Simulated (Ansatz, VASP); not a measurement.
## K in VASP and in Ansatz

File INCAR:

```
  PREC = Accurate
  ENCUT = 520
  EDIFF = 1E-6
  ISMEAR = 0
  SIGMA = 0.1
  LREAL = F
  LASPH = T
  NELM = 80
  ALGO = Normal
  ISIF = 2
  LWAVE = F
  LCHARG = F
  GGA = PS
  NBANDS = 10
```

File KPOINTS:

```
regular mesh
0
Gamma
  12 12 12
```

File POSCAR:

```
K
1.0
   -2.6637384986      2.6637384986      2.6637384986
    2.6637384986     -2.6637384986      2.6637384986
    2.6637384986      2.6637384986     -2.6637384986
K
1
Direct
    0.0000000000      0.0000000000      0.0000000000
```

Input for Ansatz:

```yaml
crystal:
  lattice:
    - [-2.6637384986, 2.6637384986, 2.6637384986]
    - [2.6637384986, -2.6637384986, 2.6637384986]
    - [2.6637384986, 2.6637384986, -2.6637384986]
  atoms:
    - { symbol: K, position: [0.0, 0.0, 0.0] }
basis:
  ecutwfc: 420
kpoints:
  mp_grid: { grid: [12, 12, 12] }
hamiltonian:
  xc: pbesol
scf:
  occupations: { method: gaussian, width: 0.1 }
output:
  forces: true
  stress: true
  eigenvalues: true
```

Alike in both runs: task single point; functional PBEsol; k mesh 12 × 12 × 12; occupations gaussian, width 0.1 eV; no spin polarisation.

```csv
,VASP,Ansatz
version,VASP 6.6.1,Ansatz 0.2.0
potentials or method,"VASP PAW PBE potentials, release 64 (K_sv)","scalar-relativistic, plane waves, PAW"
plane-wave cutoff (eV),520,420
valence electrons in the cell,9,9
```

```tsv
	VASP	Ansatz	Ansatz less VASP
gap on the k mesh at the Fermi level (eV)	none	none	-
pressure (GPa)	-0.2	-0.2	+0.01
```

A gap of «none» marks a metal or a gap that the smearing closes. With one functional, cell and mesh, what is left measures potentials, basis and numerics.

Caveats: the PAW data sets were made with another functional, which shifts forces and pressure a little (VASP).
